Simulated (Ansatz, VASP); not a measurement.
**One calculation of CdSe, two programs**

Contents of INCAR:

```
SYSTEM = CdSe
  PREC = Accurate
  ENCUT = 520
  EDIFF = 1E-6
  ISMEAR = 0
  SIGMA = 0.02
  LREAL = .FALSE.
  LASPH = .TRUE.
  NELM = 60
  ALGO = Fast
  ISIF = 2
  LWAVE = .FALSE.
  LCHARG = .FALSE.
  GGA = PE
  NBANDS = 16
```

File KPOINTS:

```
Automatic mesh
0
G
  10 10 10
  0 0 0
```

The input POSCAR:

```
CdSe
1.0
    0.0000000000      3.1290940295      3.1290940295
    3.1290940295      0.0000000000      3.1290940295
    3.1290940295      3.1290940295      0.0000000000
Cd Se
1 1
Direct
    0.0000000000      0.0000000000      0.0000000000
    0.7500000000      0.7500000000      0.7500000000
```

Input for Ansatz:

```yaml
crystal:
  lattice:
    - [0.0, 3.1290940295, 3.1290940295]
    - [3.1290940295, 0.0, 3.1290940295]
    - [3.1290940295, 3.1290940295, 0.0]
  atoms:
    - { symbol: Cd, position: [0.0, 0.0, 0.0] }
    - { symbol: Se, position: [0.75, 0.75, 0.75] }
basis:
  ecutwfc: 420
kpoints:
  mp_grid: { grid: [10, 10, 10] }
hamiltonian:
  xc: pbe
scf:
  occupations: { method: gaussian, width: 0.02 }
output:
  forces: true
  stress: true
  eigenvalues: true
  write_density: true
  write_potential: true
  elf: true
  volumetric_format: npy
```

Alike in both runs: task single point; functional PBE; k mesh 10 × 10 × 10; occupations gaussian, width 0.02 eV; no spin polarisation.

```csv
,VASP,Ansatz
version,VASP 6.6.1,Ansatz 0.2.0
potentials or method,"VASP PAW PBE potentials, release 64 (Cd, Se)","scalar-relativistic, plane waves, PAW"
plane-wave cutoff (eV),520,420
valence electrons in the cell,18,36
```

VASP gave:

```
gap on the k mesh at the Fermi level (eV) : 0.43
least direct gap on the mesh (eV)         : 0.43
pressure (GPa)                            : -1.0
```

Task: What did Ansatz give for the same quantities?

Result: gap on the k mesh at the Fermi level (eV): 0.43; least direct gap on the mesh (eV): 0.43; pressure (GPa): -1.3.

The two sets of potentials don't hold the same shells in valence.

PBE gaps usually lie below the measured ones, often by a third to a half.
